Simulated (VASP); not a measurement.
# A slab model of a few sheets of PtSe2, part 3 of 3

Aim: model a few sheets of PtSe2 by a slab and find how far its highest filled level lies below the vacuum.

VASP 6.6.1; PBE with D3(BJ); plane waves and PAW (Se, Pt).

So far. Step 2 (Relaxing the slab): The run ended after 5 ionic steps, 0.054 eV below its first step, once the forces on the free atoms met EDIFFG = -0.03. Step 3 (Vacuum level and density of states): The vacuum level lies 4.83 eV above the highest filled level at the upper face; both faces agree, as the slab has next to no dipole.

**4. Tunnelling image, filled states within 1 eV**

A partial density over this window, at constant height above the top atom, is the Tersoff-Hamann picture of a tunnelling image.

Input file INCAR:

```
SYSTEM = PtSe2
PREC = Normal
ENCUT = 300
EDIFF = 1E-05
NELM = 120
ISMEAR = 0
SIGMA = 0.05
LREAL = .FALSE.
ALGO = Fast
GGA = PE
IVDW = 12
NBANDS = 38
LASPH = .TRUE.
LWAVE = .FALSE.
LCHARG = .FALSE.
ISTART = 1
LPARD = .TRUE.
NBMOD = -2
EINT = -0.833 0.187
LSEPB = .FALSE.
LSEPK = .FALSE.
```

Input file POSCAR:

```
PtSe2
1.0
    3.7240000000      0.0000000000      0.0000000000
   -1.8620000000      3.2250786040      0.0000000000
    0.0000000000      0.0000000000     22.5930000000
Se Pt
4 2
Direct
    0.3333333330      0.6666666670      0.6702011860
    0.6666666670      0.3333333330      0.5540541509
    0.3333333330      0.6666666670      0.4459458491
    0.6666666670      0.3333333330      0.3297988140
    0.0000000000      0.0000000000      0.6114569821
    0.0000000000      0.0000000000      0.3885430179
```

Input file KPOINTS:

```
Automatic mesh
0
Gamma
9 9 1
0 0 0
```

PAW data sets: Se and Pt (PBE family, release 64).

The run starts from files that an earlier step left in the folder.

Run with:

```sh
$ mpirun -np 2 vasp_std
```

The program printed:

```text
[banner, memory and clock lines left out]
running    2 mpi-ranks, on    1 nodes
 distrk:  each k-point on    2 cores,    1 groups
 distr:  one band on    1 cores,    2 groups

 POSCAR found type information on POSCAR SePt
 POSCAR found :  2 types and       6 ions
 LDA part: xc-table for (Slater+PW92), standard interpolation
 found WAVECAR, reading the header
 POSCAR, INCAR and KPOINTS ok, starting setup
 FFT: planning ... GRIDC
 FFT: planning ... GRID_SOFT
 FFT: planning ... GRID
 reading WAVECAR
 the WAVECAR file was read successfully
Calculating partial charge density.
NDMOD =  -2
Energy range energy from INCAR:   -0.833   0.187
No KPOINTS given: use all of them.

*****************************************************
* Parameters from pardens
*****************************************************

NBMOD is set to  -2
Selected energy range (EINT)   -0.8330   0.1870
Selected all k-points to calculate charge density.
k-point no.    1; bands inside the range    3
  20  21  22
k-point no.    2; bands inside the range    2
  21  22
k-point no.    3; bands inside the range    1
  22
k-point no.    4; bands inside the range    1
  22
k-point no.    5; bands inside the range    0

k-point no.    6; bands inside the range    2
  21  22
k-point no.    7; bands inside the range    1
  22
k-point no.    8; bands inside the range    0

k-point no.    9; bands inside the range    0

k-point no.   10; bands inside the range    1
  22
k-point no.   11; bands inside the range    0

k-point no.   12; bands inside the range    0

Finished calculating partial charge density.
VASP will stop now.
```

Elapsed: 1.8 s, on 2 MPI ranks of Intel Xeon 6975P-C (Granite Rapids), shared host.

OUTCAR, selected parts (step 4):

```text
The static configuration has the point symmetry D_3d.

 Found     12 irreducible k-points:

   NELECT =      44.0000    total number of electrons

[... 8 parts as in an earlier step ...]
```

Local density of states in the window along a and b. Constant height, 2.5 Å above the top atom.

Ten even steps from '_' (0.82 × 1e-4 e/Å³) to '@' (3.92 × 1e-4 e/Å³), each cell a mean:
```
__________....::::----====++++++++++++====----::::....__________
______....::::----====++++********++++++====--::::....__________
____....::----==++++****##########****++====--::::....__________
....::::----==++****####%%%%%%%%####**++++==--::::....__________
..::::--==++++**##%%%%%%@@@@%%%%%%##**++++==--::::......____....
::::--==++****##%%%%@@@@@@@@@@%%%%##**++====--::::..............
::--==++****##%%@@@@@@@@@@@@@@%%##****++==----::..............::
--==++++**##%%%%@@@@@@@@@@@@%%%%##**++==----::::............::::
====++**####%%@@@@@@@@@@@@%%%%##**++====--::::............::::--
==++++**####%%%%%%@@%%%%%%####**++====--::::::..........::::----
==++++**######%%%%%%%%####****++====--::::::............::::----
==++++******######******++++====----::::::............::::::----
====++++++********++++++====------::::................::::::----
--======================----::::::::..................::::::----
------------------------::::::::........................::::::::
::::::::::::::::::::::::::................................::::::
................................................................
................................................................
________________..............::::::::::::::::..............____
________________........::::::::::::::::::::::::........________
______________......::::::----------------::::::........________
____________......::::------==========------::::::....__________
```
Columns: along a (fractional) from 0 to 0.969; rows upwards: along b (fractional) from 0 to 0.969.

Partial charge density in the ca plane at fractional y = 0.000, with atoms of Pt within 0.2 Å of it. It is the smooth field of the valence electrons, not physical close to the nuclei.

Ten even steps from '0' (0.000 Å⁻³) to '9' (0.057 Å⁻³), each cell a mean:
```
00000000000000000000004775310000000146862000
00000000000000000000001343210000000124431000
00000000000000000001111112110000001122111111
00000000000000000012221001111100011111001221
00000000000000000012331000111100011110012332
00000000000000000012321000111100011110012222
00000000000000000011211011111000001111001211
00000000000000000000001232210000000123211000
00000000000000000000002564210000000135641000
00000000000000000000015996310000000146983000
```
Columns run along c (16.0 Å, from fractional 0.01 to 0.71 of the cell), rows up along a (3.7 Å). Atoms in or near the plane, at fractional coordinates: Pt at (0.61, 0.00), Pt at (0.39, 0.00).

Shared out to the nearest atoms, the partial charge density (by size) has 78 % on Se; its largest share on one atom is 21 % (Se4), and it takes 5 of the 6 atoms to pass 80 %.

Between its 5th and 95th percentile the partial density varies by a factor of 3.6, which sets the contrast of the image.

**5. Tunnelling image, empty states within 1 eV**

A partial density over this window, at constant height above the top atom, is the Tersoff-Hamann picture of a tunnelling image.

INCAR, as its differences from that of step 4:

```diff
@@ -18,3 +18,3 @@
 NBMOD = -2
-EINT = -0.833 0.187
+EINT = 0.417 1.437
 LSEPB = .FALSE.
```

POSCAR is that of step 4.

KPOINTS is that of step 4.

The WAVECAR or CHGCAR of an earlier step is read.

Run with:

```sh
$ mpirun -np 2 vasp_std
```

The program printed:

```text
[banner, memory and clock lines left out]
 POSCAR found type information on POSCAR SePt
 POSCAR found :  2 types and       6 ions
 LDA part: xc-table for (Slater+PW92), standard interpolation
 found WAVECAR, reading the header
 POSCAR, INCAR and KPOINTS ok, starting setup
 FFT: planning ... GRIDC
 FFT: planning ... GRID_SOFT
 FFT: planning ... GRID
 reading WAVECAR
 the WAVECAR file was read successfully
Calculating partial charge density.
NDMOD =  -2
Energy range energy from INCAR:    0.417   1.437
No KPOINTS given: use all of them.

NBMOD is set to  -2
Selected energy range (EINT)    0.4170   1.4370
Selected all k-points to calculate charge density.
k-point no.    1; bands inside the range    0

k-point no.    2; bands inside the range    1
  23
k-point no.    3; bands inside the range    1
  23
k-point no.    4; bands inside the range    1
  23
k-point no.    5; bands inside the range    1
  23
k-point no.    6; bands inside the range    2
  23  24
k-point no.    7; bands inside the range    2
  23  24
k-point no.    8; bands inside the range    2
  23  24
k-point no.    9; bands inside the range    1
  23
k-point no.   10; bands inside the range    2
  23  24
k-point no.   11; bands inside the range    2
  23  24
k-point no.   12; bands inside the range    2
  23  24
Finished calculating partial charge density.
VASP will stop now.

[... 2 parts as in an earlier step ...]
```

The job ended after 1.6 s (2 MPI ranks; 1.7 s of CPU time).

Parts of OUTCAR (step 5):

```text
   NELECT =      44.0000    total number of electrons

[... 8 parts as in an earlier step ...]

[... 2 further parts left out ...]
```

Local density of states in the window along a and b. Constant height, 2.5 Å above the top atom.

Ten even steps from '0' (4.25 × 1e-4 e/Å³) to '9' (9.61 × 1e-4 e/Å³), each cell a mean:
```
00001122334445555554433221100000
00011223445566666655443321100000
01122334556677777665543321100000
11223445677888887766543321110000
12334566788999988766543221110011
23345677899999988765543221111111
33456778999999987765433211111112
34566789999999887654432211111123
44567889999998876554322111111223
45567888999887765443221111111233
45567788888776654432211111112233
45566777776665443322111011112233
44555666665544332221110001112233
34445555444433222111000001112223
33334444333322211110000001112223
22233332222221111100000011111222
22222222111111111111111111111111
11111111111111111111111111111111
00000000111111111122111111111100
00000000111112222222222111110000
00000001112223333333322221110000
00000011222333444444333221100000
```
Columns: along a (fractional) from 0 to 0.969; rows upwards: along b (fractional) from 0 to 0.969.

Partial charge density in the ca plane at fractional y = 0.000, with atoms of Pt within 0.2 Å of it. It is the smooth field of the valence electrons, not physical close to the nuclei.

Ten even steps from '0' (0.00 Å⁻³) to '9' (0.34 Å⁻³), each cell a mean:
```
00000000000000000000002786200000000037861000
00000000000000000000001333100000000024331000
00000000000000000000000000000000000000000000
00000000000000000000000000000000000000000000
00000000000000000000100000001000011000000110
00000000000000000000000000001000000000000000
00000000000000000000000000000000000000000000
00000000000000000000000112000000000012110000
00000000000000000000002665200000000036651000
00000000000000000000002796100000000027951000
```
Columns run along c (16.0 Å, from fractional 0.01 to 0.71 of the cell), rows up along a (3.7 Å). Atoms in or near the plane, at fractional coordinates: Pt at (0.61, 0.00), Pt at (0.39, 0.00).

Shared out to the nearest atoms, the partial charge density (by size) has 62 % on Se; its largest share on one atom is 19 % (Pt6), and it takes 5 of the 6 atoms to pass 80 %.

Between its 5th and 95th percentile the partial density varies by a factor of 2.0, which sets the contrast of the image.

**6. Derived quantities**

This step: slab, PBE + D3(BJ); plane waves and PAW (VASP 6.6.1).

Derived from the runs above.

This step gave:

```yaml
ionisation_potential_at_the_upper_face: 4.827 eV
```

**7. What came out**

```json
{
 "ionisation potential of the slab": "4.83 eV"
}
```

In words: The ionisation potential is 4.83 eV at both faces. The atom that ends on top (Se) moved outwards by 0.05 Å, counted from the mean of all atoms. Semilocal band edges put the ionisation potential too low and the gap too small. Spin-orbit coupling is left out, which matters for the heavy elements here. The cell in the plane was kept as given and was not relaxed here. The slab has a gap, so the level below the vacuum is counted from the highest filled level.

[Lines on the potential files, build, host, timing and source positions are cut from VASP's logs without a mark.]

[Logs are printed without paths, hosts, clocks, repeated set-up lines and the standing remarks that a program may print on its own settings, such as how far it seeks lower states.]

[Hosts, paths, dates, database ids (printed as entryN), source tags and the programs' standing remarks are cut or masked in the printed files.]

[In band tables of VASP the shares of atoms and orbitals are scaled to a sum of 1 inside the atoms' spheres.]

[Runs that stopped without an error message from VASP are left out.]
